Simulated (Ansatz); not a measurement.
CaF2 (fluorite)

```
CaF2
1.0
    0.00000     5.51096     5.51096
    2.75548     0.00000     2.75548
    2.75548     2.75548     0.00000
Ca F
2 4
Cartesian
  0.00000   0.00000   0.00000
  2.75548   5.51096   2.75548
  1.37774   1.37774   1.37774
  1.37774   4.13322   4.13322
  4.13322   4.13322   4.13322
  4.13322   6.88870   6.88870
```

A phonon eigenvector at L = (0.5, 0.0, 0.0) is frozen into this cell: atom i moves by Q times the vector below, so Q is the largest atomic displacement, in Å. The cell is held. It is one choice among 2 degenerate patterns. (q is in reciprocal vectors of the primitive cell; the cell shown is doubled to hold the pattern.)

```tsv
atom	x	y	z
Ca1	0.285	-0.520	0.805
Ca2	-0.285	0.520	-0.805
F3	0.139	-0.253	0.391
F4	-0.139	0.253	-0.391
F5	-0.139	0.253	-0.391
F6	0.139	-0.253	0.391
```

Computed with PBE (plane waves to 420 eV, PAW, scalar-relativistic; Ansatz, a first-principles code). k mesh 5×10×10 (Γ-centred), Fermi-Dirac smearing 0.05 eV. E stands for the smeared free energy. CaF2 was relaxed with its symmetry unable to fall. ΔE is measured from the undisplaced structure.

```json
[
 {"Q (Å)": "-0.180", "ΔE (meV/cell)": "110.1"},
 {"Q (Å)": "-0.120", "ΔE (meV/cell)": "48.8"},
 {"Q (Å)": "-0.060", "ΔE (meV/cell)": "12.2"},
 {"Q (Å)": "0.000", "ΔE (meV/cell)": "0.0"},
 {"Q (Å)": "0.060", "ΔE (meV/cell)": "12.2"},
 {"Q (Å)": "0.120", "ΔE (meV/cell)": "48.8"},
 {"Q (Å)": "0.180", "ΔE (meV/cell)": "110.1"}
]
```

Question: Which DFPT wavenumber at L = (0.5, 0.0, 0.0) belongs to this mode?
A. 231 cm⁻¹
B. 319 cm⁻¹
C. 256 cm⁻¹
D. 137 cm⁻¹

Answer: D, 137 cm⁻¹. The curvature of the scan gives 137 cm⁻¹

(For displaced atoms, the force is minus the slope of the energy, and its curvature is a force constant, which sets phonon frequencies.)
